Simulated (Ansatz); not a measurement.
# TaN (Fm-3m): modes against biaxial strain in the (111) plane

Wanted: the shifts of the zone-centre modes of TaN (Fm-3m) with strain.

Calculated with Ansatz 0.2.0; DFT PBEsol, scalar-relativistic, plane waves, PAW; PAW set soft_1.

## 1. The structure

It takes space group Fm-3m (No. 225, cubic). Conventional cell: a = 4.358 Å, b = 4.358 Å, c = 4.358 Å, α = 90.00°, β = 90.00°, γ = 90.00°. Nearest to N lie 6 Ta at 2.18 Å. Nearest to Ta lie 6 N at 2.18 Å. Farther neighbours and most contacts between anions are not listed.

## 2. Bringing the structure to rest

The cell and atoms are relaxed, since residual forces and stress would shift the frequencies.

File input.yaml:

```yaml
crystal:
  lattice:
    - [0.0, 2.179, 2.179]
    - [2.179, 0.0, 2.179]
    - [2.179, 2.179, 0.0]
  atoms:
    - { symbol: "N", position: [0.0, 0.0, 0.0] }
    - { symbol: Ta, position: [0.5, 0.5, 0.5] }
kpoints:
  mp_grid: { grid: [16, 16, 16] }
hamiltonian:
  xc: pbesol
  pseudopotentials: { kind: paw, azcp: { folder: soft_1 }, xc_functional: pbe }
scf:
  occupations: { method: gaussian, width: 0.1 }
output:
  forces: true
  stress: true
  eigenvalues: true
relax:
  adjacent_minimum: "off"
  f_tol: 0.005
  max_steps: 80
  cell: { stress_tol: 0.05 }
```

Launch:

```bash
$ ansatz run input.yaml --threads 4 --pin off --max-ram 10240MiB --backend cpu --events-out ev --progress --plain --runs-dir out
```

Numbers of over 12 decimals in the logs are rounded to 6 here.

Output:

```text
Engine: ansatz 0.2.0, x86_64-unknown-linux-gnu
Pseudopotentials: kind: paw
Pseudopotential: N, paw, valence charge 5, recommended cutoff 420 eV (normal), soft_1/N.paw.azcp
Pseudopotential: Ta, paw, valence charge 13, recommended cutoff 420 eV (normal), soft_1/Ta.paw.azcp
Functional definition: PBEsol
  exchange = pbesol_x
  correlation = pbesol_c
Crystal: 2 atoms, lattice volume = 20.692 Å³
Basis set: ecut = 420 eV, 411 PW (Γ), exchange–correlation on 48×48×48 points (8 copies of the dense FFT grid, shifted against one another)
Bands: 13, of which v1, the nominal top of the filled ones, is band 9 counted from 1 (8 counted from 0)
Symmetry: 48 space group operations
Space group: Fm-3m (ITA 225), of the structure as read, at distance tolerance 2.7e-5 Å
k-points: 145 of 4096
Non-local potential: N, projectors of the file, l = 0: 2, l = 1: 2, l = 2: 1
Non-local potential: Ta, projectors of the file, l = 0: 3, l = 1: 2, l = 2: 2, l = 3: 1
PAW form: soft (Blöchl's): semilocal exchange-correlation on the pseudo side does not see the compensation charge
PAW frozen core: N, regenerated for the run's functional, and the local potential with it (the file was generated under x = pbe(κ = 0.804, μ = 0.219515), c = pbe(β = 0.066725))
PAW frozen core: Ta, regenerated for the run's functional, and the local potential with it (the file was generated under x = pbe(κ = 0.804, μ = 0.219515), c = pbe(β = 0.066725))
PAW one-centre angular grid: N, 110 points (default); XC on 64 Gauss nodes
PAW one-centre angular grid: Ta, 590 points (default); XC on 64 Gauss nodes
Initial density: superposition of atomic densities (chi_scale 0.1, normalization cell, long waves kept (reshape's long-wave potential 0.00 eV rms))
Initial wavefunctions: pseudopotential atomic-orbital guess
Functional: x = pbesol(κ = 0.804, μ = 0.123457), c = pbesol(β = 0.046)
SCF iter   1: F=—  HF=-10188.073481 eV  |F-HF|=—  |Δ(HF+E_count)|=         —  Δρ=4.94e-2  dr2=5.00e-1  ethr=3.10e-3  ⟨swp⟩=5.1  Hψ=19793  notcnv=0
automatic band count: the SCF goes on with 17 bands, as 13 were too few: the levels above may hold too much charge
preconditioner: auto → none  [metal: Δε(μ)=0.012 eV  Ē_g=16.147 eV  σ=0.100 eV  W_gap=0.07  n_scr=8 (ndim 8)  ℏωp=25.8 eV  f_vac=0.000  D(μ)=1.01/eV (n_scr^D=14)  sad-step TF]
SCF iter   2: F=—  HF=-10188.044158 eV  |F-HF|=—  |Δ(HF+E_count)|=   2.93e-2  Δρ=3.53e-2  dr2=2.91e-1  ethr=2.78e-3  ⟨swp⟩=1.0  Hψ=3625  notcnv=0  defer=4
SCF iter   3: F=—  HF=-10187.978346 eV  |F-HF|=—  |Δ(HF+E_count)|=   6.58e-2  Δρ=3.03e-3  dr2=4.07e-4  ethr=1.61e-3  ⟨swp⟩=2.4  Hψ=3333  notcnv=0  defer=26
SCF iter   4: F=—  HF=-10187.978732 eV  |F-HF|=—  |Δ(HF+E_count)|=   3.86e-4  Δρ=5.72e-4  dr2=8.14e-5  ethr=2.26e-6  ⟨swp⟩=2.6  Hψ=4430  notcnv=0  defer=267
SCF iter   5: F=—  HF=-10187.978716 eV  |F-HF|=—  |Δ(HF+E_count)|=   1.61e-5  Δρ=4.25e-5  dr2=2.37e-7  ethr=4.52e-7  ⟨swp⟩=2.1  Hψ=2616  notcnv=0  defer=286
SCF iter   6: F=-10187.978716 eV  HF=-10187.978716 eV  |F-HF|=3.64e-9  |Δ(HF+E_count)|=   8.19e-8  Δρ=5.57e-6  dr2=4.76e-9  ethr=5.56e-10  ⟨swp⟩=8.2  Hψ=11317  notcnv=0
SCF 1 converged in 6 iterations: F = -10187.978716 eV  dr2 = 4.76e-9
  greatest PAW one-centre occupation: 0.999 electrons in one spin orbital (limit 2), on the Ta atom at site 1 (counted from 0), in its partial waves of l = 0
relax step   1: F+E_penalty+E_count = -10187.97871593 eV  Δ(F+E_penalty+E_count) = +0.000e0 eV  max|allowed force component| = 1.722e-29 eV/Å  Δτ_max = 0.0000 Å  P = +4.236 GPa  Ω = 20.692 Å³  (6 SCF iters, dr2 threshold 1.00e-7 eV, accepted)
Crystal: 2 atoms, lattice volume = 21.021 Å³
Bands: 17, of which v1, the nominal top of the filled ones, is band 9 counted from 1 (8 counted from 0)
Initial density: handed on by an earlier stage of this run
Initial wavefunctions: those handed on with the density
iter 1 solved again at ethr=8.97e-6 eV; its pass at ethr=3.10e-3 eV (dr2=1.61e-3 eV) is discarded
SCF iter   1: F=—  HF=-10187.981182 eV  |F-HF|=—  |Δ(HF+E_count)|=         —  Δρ=2.69e-3  dr2=1.54e-3  ethr=8.97e-6  ⟨swp⟩=1.0  Hψ=12263  notcnv=0
preconditioner: auto → none  [metal: Δε(μ)=0.013 eV  Ē_g=15.670 eV  σ=0.100 eV  W_gap=0.07  n_scr=8 (ndim 8)  ℏωp=25.6 eV  f_vac=0.000  D(μ)=1.13/eV (n_scr^D=14)]
SCF iter   2: F=—  HF=-10187.980849 eV  |F-HF|=—  |Δ(HF+E_count)|=   3.33e-4  Δρ=1.07e-3  dr2=2.79e-4  ethr=8.55e-6  ⟨swp⟩=1.0  Hψ=2465  notcnv=0
SCF iter   3: F=—  HF=-10187.980777 eV  |F-HF|=—  |Δ(HF+E_count)|=   7.15e-5  Δρ=1.23e-4  dr2=2.58e-6  ethr=1.55e-6  ⟨swp⟩=1.2  Hψ=2542  notcnv=0
SCF iter   4: F=—  HF=-10187.980776 eV  |F-HF|=—  |Δ(HF+E_count)|=   1.11e-6  Δρ=1.64e-5  dr2=4.74e-8  ethr=1.43e-8  ⟨swp⟩=1.1  Hψ=2510  notcnv=0
iter 5 did not close the SCF: its close was put off for the readings that it lacked (scf_convergence_deferred on its scf_iter line)
SCF iter   5: F=-10187.980776 eV  HF=-10187.980776 eV  |F-HF|=2.24e-10  |Δ(HF+E_count)|=   3.85e-9  Δρ=1.85e-6  dr2=4.60e-10  ethr=2.63e-10  ⟨swp⟩=2.3  Hψ=3018  notcnv=0
SCF iter   6: F=-10187.980776 eV  HF=-10187.980776 eV  |F-HF|=3.64e-12  |Δ(HF+E_count)|=  1.09e-11  Δρ=2.40e-7  dr2=8.72e-12  ethr=2.56e-12  ⟨swp⟩=1.2  Hψ=6295  notcnv=0
SCF 2 converged in 6 iterations: F = -10187.980776 eV  dr2 = 8.72e-12
relax step   2: F+E_penalty+E_count = -10187.98077632 eV  Δ(F+E_penalty+E_count) = -2.060e-3 eV  max|allowed force component| = 1.334e-29 eV/Å  Δτ_max = 0.0000 Å  P = -1.541 GPa  Ω = 21.021 Å³  energy of the carried Pulay correction = -6.216e-4 eV  (6 SCF iters, dr2 threshold 2.00e-7 eV, accepted)
Crystal: 2 atoms, lattice volume = 20.932 Å³
iter 1 solved again at ethr=6.14e-7 eV; its pass at ethr=3.10e-3 eV (dr2=1.11e-4 eV) is discarded
SCF iter   1: F=—  HF=-10187.981409 eV  |F-HF|=—  |Δ(HF+E_count)|=         —  Δρ=7.09e-4  dr2=1.06e-4  ethr=6.14e-7  ⟨swp⟩=1.0  Hψ=11429  notcnv=0
preconditioner: auto → none  [metal: Δε(μ)=0.016 eV  Ē_g=15.739 eV  σ=0.100 eV  W_gap=0.09  n_scr=8 (ndim 8)  ℏωp=25.7 eV  f_vac=0.000  D(μ)=1.13/eV (n_scr^D=14)]
SCF iter   2: F=—  HF=-10187.981384 eV  |F-HF|=—  |Δ(HF+E_count)|=   2.46e-5  Δρ=2.80e-4  dr2=1.91e-5  ethr=5.90e-7  ⟨swp⟩=1.0  Hψ=2465  notcnv=0
iter 3 did not close the SCF: its close was put off for the readings that it lacked (scf_convergence_deferred on its scf_iter line)
SCF iter   3: F=-10187.981379 eV  HF=-10187.981379 eV  |F-HF|=1.08e-7  |Δ(HF+E_count)|=   4.88e-6  Δρ=3.24e-5  dr2=1.79e-7  ethr=1.06e-7  ⟨swp⟩=1.2  Hψ=2544  notcnv=0
iter 4 did not close the SCF: its close was put off for the readings that it lacked (scf_convergence_deferred on its scf_iter line)
SCF iter   4: F=-10187.981379 eV  HF=-10187.981379 eV  |F-HF|=1.89e-9  |Δ(HF+E_count)|=   4.61e-8  Δρ=4.29e-6  dr2=3.19e-9  ethr=9.97e-10  ⟨swp⟩=1.1  Hψ=2506  notcnv=0
iter 5 did not close the SCF: its close was put off for the readings that it lacked (scf_convergence_deferred on its scf_iter line)
SCF iter   5: F=-10187.981379 eV  HF=-10187.981379 eV  |F-HF|=1.27e-11  |Δ(HF+E_count)|=  2.66e-10  Δρ=4.93e-7  dr2=3.24e-11  ethr=1.77e-11  ⟨swp⟩=2.3  Hψ=3059  notcnv=0
SCF iter   6: F=-10187.981379 eV  HF=-10187.981379 eV  |F-HF|=1.82e-12  |Δ(HF+E_count)|=  3.64e-12  Δρ=6.47e-8  dr2=6.25e-13  ethr=1.00e-12  ⟨swp⟩=1.0  Hψ=5510  notcnv=0
SCF 3 converged in 6 iterations: F = -10187.981379 eV  dr2 = 6.25e-13
relax step   3: F+E_penalty+E_count = -10187.98137930 eV  Δ(F+E_penalty+E_count) = -6.030e-4 eV  max|allowed force component| = 1.164e-29 eV/Å  Δτ_max = 0.0000 Å  P = -0.030 GPa  Ω = 20.932 Å³  energy of the carried Pulay correction = -4.549e-4 eV  (6 SCF iters, dr2 threshold 2.00e-7 eV, accepted)
Initial wavefunctions: pseudopotential atomic-orbital guess (no wavefunctions were taken with the density)
iter 1 solved again at ethr=2.37e-8 eV; its pass at ethr=3.10e-3 eV (dr2=4.26e-6 eV) is discarded
SCF iter   1: F=—  HF=-10187.981854 eV  |F-HF|=—  |Δ(HF+E_count)|=         —  Δρ=5.33e-5  dr2=8.75e-8  ethr=2.37e-8  ⟨swp⟩=3.0  Hψ=17260  notcnv=0
preconditioner: auto → none  [metal: Δε(μ)=0.015 eV  Ē_g=15.736 eV  σ=0.100 eV  W_gap=0.09  n_scr=8 (ndim 8)  ℏωp=25.7 eV  f_vac=0.000  D(μ)=1.12/eV (n_scr^D=14)]
SCF iter   2: F=—  HF=-10187.981853 eV  |F-HF|=—  |Δ(HF+E_count)|=   6.30e-7  Δρ=2.54e-5  dr2=1.60e-8  ethr=4.86e-10  ⟨swp⟩=2.1  Hψ=3234  notcnv=0
SCF iter   3: F=—  HF=-10187.981853 eV  |F-HF|=—  |Δ(HF+E_count)|=   2.00e-8  Δρ=2.21e-6  dr2=1.87e-10  ethr=8.91e-11  ⟨swp⟩=2.0  Hψ=3065  notcnv=0
iter 4 did not close the SCF: its close was put off for the readings that it lacked (scf_convergence_deferred on its scf_iter line)
SCF iter   4: F=-10187.981853 eV  HF=-10187.981853 eV  |F-HF|=0.00e0  |Δ(HF+E_count)|=  2.18e-10  Δρ=8.86e-8  dr2=1.03e-12  ethr=1.04e-12  ⟨swp⟩=2.1  Hψ=3758  notcnv=0
iter 5 did not close the SCF: its close was put off for the readings that it lacked (scf_convergence_deferred on its scf_iter line)
SCF iter   5: F=-10187.981853 eV  HF=-10187.981853 eV  |F-HF|=7.28e-12  |Δ(HF+E_count)|=  9.09e-12  Δρ=2.19e-8  dr2=4.33e-14  ethr=1.00e-12  ⟨swp⟩=1.0  Hψ=2465  notcnv=0
iter 6 did not close the SCF: its close was put off for the readings that it lacked (scf_convergence_deferred on its scf_iter line)
SCF iter   6: F=-10187.981853 eV  HF=-10187.981853 eV  |F-HF|=1.82e-12  |Δ(HF+E_count)|=  7.28e-12  Δρ=1.88e-9  dr2=6.16e-16  ethr=1.00e-12  ⟨swp⟩=1.0  Hψ=2465  notcnv=0
iter 7 did not close the SCF: its close was put off for the readings that it lacked (scf_convergence_deferred on its scf_iter line)
SCF iter   7: F=-10187.981853 eV  HF=-10187.981853 eV  |F-HF|=1.82e-12  |Δ(HF+E_count)|=    0.00e0  Δρ=2.62e-10  dr2=5.45e-18  ethr=1.00e-12  ⟨swp⟩=1.0  Hψ=2465  notcnv=0
SCF iter   8: F=-10187.981853 eV  HF=-10187.981853 eV  |F-HF|=1.82e-12  |Δ(HF+E_count)|=  3.64e-12  Δρ=5.46e-11  dr2=6.42e-19  ethr=1.00e-12  ⟨swp⟩=1.0  Hψ=5517  notcnv=0
SCF 4 converged in 8 iterations: F = -10187.981853 eV  dr2 = 6.42e-19
relax step   4: F+E_penalty+E_count = -10187.98185303 eV  Δ(F+E_penalty+E_count) = -4.737e-4 eV  max|allowed force component| = 7.593e-30 eV/Å  Δτ_max = 0.0000 Å  P = +0.008 GPa  Ω = 20.932 Å³  stress off target by 8.24e-3 GPa  SCF on the basis re-selected at this cell (its energy is not comparable with the rows above)  (8 SCF iters)
basis re-selected at this cell: Δ(F+E_penalty+E_count) = -4.737e-4 eV, ΔP = +0.038 GPa vs the last step (what re-selecting the basis moved, of the pressure what is left beyond the Pulay correction that the steps carried, after the strain that the cell walked since its last selection, with what the two solves' SCF thresholds leave and, on support functions, any second-order correction that the steps lacked; it is no m [...]
SCF converged after 8 iterations
Free energy (F): -10187.981853 eV
Harris-Foulkes:  -10187.981853 eV  (|F-HF|=1.82e-12)
Internal energy: -10187.976229 eV  (E = F + TS)
E sigma→0 (E₀):  -10187.979041 eV
Entropy (-TS):   -0.005624 eV (-2.812 meV/atom)
Fermi energy:    21.773636 eV
--- Per-component energies (eV) ---
  E_band       = -42.609839
  E_kinetic    = 525.707574
  E_local      = -559.869511  (includes V_loc(G=0)·N_el)
  E_nonlocal   = 26.490578
  E_hartree    = 200.550699
  E_xc         = -379.388000
  E_vxc        = -310.726173  (∫ρ·V_xc dr)
  E_paw        = -8304.726671  (= ΣΔE_a)
  E_vpaw       = -125.314594  (= ΣTr[D̂ρ^β])
  E_aug_tail   = 0.000890  (compensation charges beyond the density's cutoff)
  E_ewald      = -1696.983598
  E_core_change = 0.241812  (= ΣΔE_core)
  E_smearing   = -0.005624  (= −TS)
  E_closure    = 0.000000  (closes the sum)
  Σ components = -10187.981853   (vs F -10187.981853, Δ=0.00e0)
--- Forces (eV/Å), atoms counted from 1 ---
  atom   1  N     -0.00000000     0.00000000    -0.00000000
  atom   2  Ta     0.00000000     0.00000000    -0.00000000
  max |Σ_I F_I| component: 1.43e-29 eV/Å
--- Stress (GPa, compression-positive) ---
        0.008238      -0.000000      -0.000000
       -0.000000       0.008238      -0.000000
       -0.000000      -0.000000       0.008238
  P = ⅓ Tr σ = 0.0082 GPa (0.082 kbar)
--- Band table (eV; the first three rows and the last of 145) ---
  k-point 0: bands = [... 5 lower, 17.9266, 17.9266, 17.9266, 19.6248, 19.6248, 19.6248, 21.8338, 21.8338, ... 4 higher]
  k-point 1: bands = [... 5 lower, 17.4075, 17.5759, 17.5759, 19.7867, 19.7867, 19.8588, 22.2368, 22.2368, ... 4 higher]
  k-point 2: bands = [... 5 lower, 16.3580, 16.8532, 16.8532, 20.1626, 20.1626, 20.2033, 23.2145, 23.2145, ... 4 higher]
  k-point 144: bands = [... 5 lower, 14.2218, 14.9458, 14.9458, 21.5924, 21.5924, 25.4774, 26.0133, 26.4137, ... 4 higher]
--- Relaxed structure (3 steps of the walk, 3 accepted, 1 SCFs on fresh bases) ---
  F+E_penalty+E_count = -10187.98185303 eV   max|allowed force component| = 7.593e-30 eV/Å   (the final SCF, on the basis selected at the relaxed cell)
  cell:  # Å, volume = 20.9320 Å³
    - [0, 2.187394, 2.187394]
    - [2.187394, 0, 2.187394]
    - [2.187394, 2.187394, 0]
  atoms:
    - { symbol: N, position: [0, 0, 0] }
    - { symbol: Ta, position: [0.5, 0.5, 0.5] }
```

Run time: 2.6 s. Hardware: 4 threads of Intel Xeon Platinum 8488C (Sapphire Rapids), shared host; peak memory 0.54 GiB.

The steps of the relaxation:

| step | energy less that of the first step (eV) | largest force component (eV/Å) | pressure (GPa) | volume (Å³) |
| --- | --- | --- | --- | --- |
| 1 | 0.0000 | 0.0000 | 4.24 | 20.69 |
| 2 | -0.0021 | 0.0000 | -1.54 | 21.02 |
| 3 | -0.0027 | 0.0000 | -0.03 | 20.93 |
| 4* | -0.0031 | 0.0000 | 0.01 | 20.93 |

Relaxation steps marked * repeat the geometry before them on a plane-wave basis chosen anew for their cell, so energy and pressure can jump there.

The run keeps the 48 symmetry operations that it works with, so distortions that break them were not tested.

| conventional cell, symmetrised | before | after | change |
| --- | --- | --- | --- |
| a (Å) | 4.358 | 4.375 | +0.4 % |
| b (Å) | 4.358 | 4.375 | +0.4 % |
| c (Å) | 4.358 | 4.375 | +0.4 % |
| volume (Å³/atom) | 10.35 | 10.47 | +1.2 % |

Final coordinates:

```
N Ta
1.0
     0.00000    2.18739    2.18739
     2.18739    0.00000    2.18739
     2.18739    2.18739    0.00000
N Ta
1 1
Direct
  0.00000 0.00000 0.00000
  0.50000 0.50000 0.50000
```

This step gave:

```
pressure          : 0.008238 GPa
volume per atom   : 10.47 Å³
gap on the k-mesh : 0 eV
```

In this step the volume went from 10.35 to 10.47 Å³/atom.

## 3. Tight relaxation

Phonons need small forces and stress, so the relaxation is finished with tight tolerances on 16×16×16 k points.

input.yaml, the sections that differ from step 2:

```yaml
crystal:
  lattice:
    - [0.0, 2.1873937245, 2.1873937245]
    - [2.1873937245, 0.0, 2.1873937245]
    - [2.1873937245, 2.1873937245, 0.0]
  atoms:
    - { symbol: "N", position: [0.0, 0.0, 0.0] }
    - { symbol: Ta, position: [0.5, 0.5, 0.5] }
scf:
  occupations: { method: methfessel_paxton, width: 0.2 }
relax:
  adjacent_minimum: "off"
  f_tol: 0.001
  max_steps: 60
  cell: { stress_tol: 0.01 }
# kpoints, hamiltonian, output: as in step 2
```

Output:

```text
[...]
Crystal: 2 atoms, lattice volume = 20.932 Å³
Basis set: ecut = 420 eV, 411 PW (Γ), exchange–correlation on 48×48×48 points (8 copies of the dense FFT grid, shifted against one another)
Bands: 13, of which v1, the nominal top of the filled ones, is band 9 counted from 1 (8 counted from 0)
Symmetry: 48 space group operations
[...]
k-points: 145 of 4096
[...]
k-point 144: bands = [... 5 lower, 14.2220, 14.9459, 14.9459, 21.5923, 21.5923, 25.4771, 26.0131, 26.4135, ... 4 higher]
--- Relaxed structure (1 steps of the walk, 1 accepted, 1 SCFs on fresh bases) ---
[...]
cell:  # Å, volume = 20.9320 Å³
    - [0.0, 2.1873937245, 2.1873937245]
    - [2.1873937245, 0.0, 2.1873937245]
    - [2.1873937245, 2.1873937245, 0.0]
  atoms:
    - { symbol: N, position: [0.0, 0.0, 0.0] }
    - { symbol: Ta, position: [0.5, 0.5, 0.5] }
[key lines of the parts left out:]
SCF converged after 4 iterations
Free energy (F): -10187.980118 eV
Fermi energy:    21.773464 eV
P = ⅓ Tr σ = -0.0029 GPa (-0.029 kbar)
```

Elapsed: 1.5 s, on 4 threads; peak memory 0.5 GiB.

Little changed from the start: no atom moved by 0.005 Å and no cell edge by 0.1 %.

This step gave:

```
pressure : -0.002937 GPa
```

The forces vanish by symmetry and the pressure is -0.003 GPa, within the tolerances set. The cell now holds 10.47 Å³/atom.

## 4. Zone-centre response at rest

Phonons follow from the second derivative of the energy, found here by linear response.

The modes at rest are the reference of the series.

input.yaml: that of step 3 with these lines changed.

```diff
@@ -16,9 +16,4 @@
 output:
-  forces: true
-  stress: true
   eigenvalues: true
-relax:
-  adjacent_minimum: "off"
-  f_tol: 0.001
-  max_steps: 60
-  cell: { stress_tol: 0.01 }
+phonons:
+  method: dfpt
```

Output:

```text
[...]
Crystal: 2 atoms, lattice volume = 20.932 Å³
Basis set: ecut = 420 eV, 411 PW (Γ), exchange–correlation on 48×48×48 points (8 copies of the dense FFT grid, shifted against one another)
Bands: 13, of which v1, the nominal top of the filled ones, is band 9 counted from 1 (8 counted from 0)
Symmetry: 48 space group operations
k-points: 349 of 4096 (irreducible under 8 space group operations, time reversal used)
[...]
SCF iter   1: F=—  HF=-10188.068903 eV  |F-HF|=—  |Δ(HF+E_count)|=         —  Δρ=4.82e-2  dr2=4.77e-1  ethr=3.10e-3  ⟨swp⟩=5.1  Hψ=48320  notcnv=0
[...]
SCF iter   8: F=-10187.980118 eV  HF=-10187.980118 eV  |F-HF|=5.46e-12  |Δ(HF+E_count)|=  5.46e-11  S|Δr|=    0.00e0  Δρ=7.19e-8  dr2=4.76e-13  ethr=1.00e-12  ⟨swp⟩=9.4  Hψ=26677  notcnv=0
SCF 1 converged in 8 iterations: F = -10187.980118 eV  dr2 = 4.76e-13
[...]
DFPT response loops at Γ: preconditioner auto → Kerker (q_TF=auto, 2.661 Å⁻¹) (partly filled bands, converged f_vac=0.000); β = 1.00, the filter's whole step (`scf.mixing.beta` (0.50) is not read by the response loops under this deck's `scf.mixing.preconditioner`; to damp them name `kerker` or `kerker_dos`, under which they read `scf.mixing.beta`, and type it under 1.00, their step now; both keys bind the ground state too); Broyden in place of MSR1
SCF converged after 8 iterations
[...]
Free energy (F): -10187.980118 eV
[...]
Internal energy: -10187.977690 eV  (E = F + TS)
E sigma→0 (E₀):  -10187.979511 eV
Entropy (-TS):   -0.002428 eV (-1.214 meV/atom)
Fermi energy:    21.773464 eV
[...]
--- Band table (eV; the first three rows and the last of 349) ---
  k-point 0: bands = [... 5 lower, 17.9269, 17.9269, 17.9269, 19.6247, 19.6247, 19.6247, 21.8336, 21.8336, ... 4 higher]
  k-point 1: bands = [... 5 lower, 17.4077, 17.5761, 17.5761, 19.7866, 19.7866, 19.8586, 22.2366, 22.2366, ... 4 higher]
  k-point 2: bands = [... 5 lower, 16.3582, 16.8533, 16.8533, 20.1624, 20.1624, 20.2032, 23.2144, 23.2144, ... 4 higher]
  k-point 348: bands = [... 5 lower, 14.2220, 14.9459, 14.9459, 21.5923, 21.5923, 25.4771, 26.0131, 26.4135, ... 4 higher]
--- Phonons (Γ-DFPT): 2 representative perturbations + reference, on 349 of 4096 k-points (Σ response iterations 6) ---
  k mesh reduced under 8 symmetry operations, with k and −k counted as one. Each operation leaves every solved perturbation unchanged. A smaller set is not used because it would not reduce the number of displacements times k-points to solve
  ASR residual: 3.982e-5 → 0.000e0 eV/Å²; symmetrization residual: 5.531e-7 eV/Å²
  ASR residual per site (eV/Å²): 1.54e-5 3.98e-5
  Γ frequencies (cm⁻¹): 0.00 0.00 0.00 407.61 407.61 407.61
  non-analytic LO–TO correction: not included (Born effective charges unavailable; polar crystals: no LO–TO splitting at Γ)
```

Elapsed: 6.2 s, on 4 threads; peak memory 0.74 GiB; 22 s of CPU time.

Reading the cycles: dr2 is the Hartree energy of the density residual (eV), the measure of convergence; HF is the Harris–Foulkes estimate of the energy, which meets the free energy F at convergence.

This step gave:

* sum-rule residual before enforcement: 3.98e-5 eV/Å²
* point group: m-3m
* highest optical mode at the zone centre (no LO-TO term): 407.6 cm⁻¹
* lowest optical zone-centre mode: 407.6 cm⁻¹

Patterns of degenerate modes are one choice out of their space. The modes at Γ (shares of kinetic energy by element, %):

| mode | frequency (cm⁻¹) | symmetry | N % | Ta % |
| --- | --- | --- | --- | --- |
| 1 | 0.0 | acoustic | 7 | 93 |
| 2 | 0.0 | acoustic | 7 | 93 |
| 3 | 0.0 | acoustic | 7 | 93 |
| 4 | 407.6 | T1u | 93 | 7 |
| 5 | 407.6 | T1u | 93 | 7 |
| 6 | 407.6 | T1u | 93 | 7 |

Displacements in mode 5 (407.6 cm⁻¹), the largest set to 1:
```
N1   0.00  1.00  0.00
Ta2  0.00 -0.08  0.00
```

Before it was imposed, the acoustic sum rule was missed by 4.0e-5 eV/Å². Small misses are needed for a sound result but don't prove that mesh and cutoff are converged. The lowest optical mode is real, 408 cm⁻¹.

(Part 1 of 2 ends here.)

[Logs are printed without paths, hosts, clocks, repeated set-up lines and the standing remarks that a program may print on its own settings, such as how far it seeks lower states.]

[Hosts, paths, dates, database ids (printed as entryN), source tags and the programs' standing remarks are cut or masked in the printed files.]
